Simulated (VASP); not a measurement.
Crystal: Bi.

```
Bi
1.0
     6.08558    0.00000    0.00000
    -3.04279    5.27027    0.00000
     0.00000    0.00000    3.73073
Bi
3
Direct
  0.00000 0.00000 0.00000
  0.33333 0.66667 0.50000
  0.66667 0.33333 0.50000
```

The cell was built by a generator and needn't be a form met in nature.

| Quantity | Value |
| --- | --- |
| Program | VASP 6.6.1 |
| Task | relaxation of cell and atoms |
| Functional | PBEsol |
| Potentials or basis | VASP PAW PBE potentials, release 64 (Bi_d) |
| Cutoff | 600 eV |
| k mesh | 3 × 3 × 6 |
| Occupations | gaussian, width 0.1 eV |
| Spin | no spin polarisation |

At the start: pressure -8.3 GPa; volume 39.88 Å³/atom.

Question: How do energy, volume and symmetry change on relaxing?

Answer: Over 7 steps the energy falls by 353.5 meV/atom and the volume is 30.10 Å³/atom (-24.5 %); space group P6/mmm (No. 191, to 0.05 Å).

The path:
```csv
step,energy change (eV),largest force (eV/Å),pressure (GPa),volume (Å³)
1,0.0000,0.0000,-8.30,119.65
2,-1.0170,0.0000,2.13,87.29
3,-1.0327,0.0000,0.21,89.95
4,-1.0581,0.0000,0.72,89.35
5,-1.0591,0.0000,0.55,89.46
6,-1.0602,0.0000,-0.29,90.71
7,-1.0606,0.0000,-0.03,90.30
```

Final structure:
```cif
data_structure
_symmetry_space_group_name_H-M 'P 1'
_symmetry_Int_Tables_number 1
_cell_length_a 5.6395
_cell_length_b 5.6395
_cell_length_c 3.2786
_cell_angle_alpha 90.000
_cell_angle_beta 90.000
_cell_angle_gamma 120.000
_cell_volume 90.30
loop_
_atom_site_label
_atom_site_type_symbol
_atom_site_fract_x
_atom_site_fract_y
_atom_site_fract_z
_atom_site_occupancy
Bi1 Bi 0.00000 0.00000 0.00000 1
Bi2 Bi 0.33333 0.66667 0.50000 1
Bi3 Bi 0.66667 0.33333 0.50000 1
```

Caveat: the k mesh is coarse (spacing up to 0.40 Å⁻¹), so the values aren't converged; the volume moved by over 15 % at a fixed basis, so the end points are rough; the PAW data sets were made with another functional, which shifts forces and pressure a little.
